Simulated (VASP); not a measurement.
A run of VASP 6.6.1 is set up as follows.

INCAR

```
SYSTEM = In
PREC     = Accurate       ! precision mode
ENCUT    = 600            ! plane-wave cutoff, eV
EDIFF    = 1E-7           ! SCF threshold, eV
ISMEAR   = -1             ! smearing method
SIGMA    = 0.05           ! smearing width, eV
LREAL    = .False.        ! projectors in reciprocal space
LASPH    = .True.         ! aspherical terms in the spheres
NELM     = 80             ! most SCF steps
ALGO     = Normal         ! electronic algorithm
ISIF     = 3              ! what is computed and relaxed
LWAVE    = .False.        ! write WAVECAR
LCHARG   = .False.        ! write CHGCAR
GGA      = 91             ! functional
IBRION   = 2              ! ionic algorithm
NSW      = 40             ! ionic steps
EDIFFG   = -0.02          ! ionic threshold
```

KPOINTS

```
Automatic mesh
0
Gamma
  10 10 10
  0 0 0
```

The input POSCAR:

```
In
1.0
   -1.8825252400      1.8825252400      1.8825252400
    1.8825252400     -1.8825252400      1.8825252400
    1.8825252400      1.8825252400     -1.8825252400
In
1
Direct
    0.0000000000      0.0000000000      0.0000000000
```

Potentials or basis: VASP PAW PBE potentials, release 64 (In_d).

The run is started by

```console
$ cat potpaw_PBE.64/In_d/POTCAR > POTCAR
$ mpirun -np 1 vasp_std > vasp.out
```

Problem. Predict the relaxed volume.

Solution. 27.82 Å³/atom.

Problem. Predict the relaxed cell.

Solution. a = 3.306 Å, b = 3.306 Å, c = 3.306 Å, α = 109.47°, β = 109.47°, γ = 109.47°.

Step by step:
```tsv
step	energy change (eV)	largest force (eV/Å)	pressure (GPa)	volume (Å³)
1	0.0000	0.0000	1.57	26.69
2	-0.0054	0.0000	0.14	27.71
3	-0.0054	0.0000	-0.01	27.82
```

Caveat: the PAW data sets were made with another functional, which shifts forces and pressure a little.
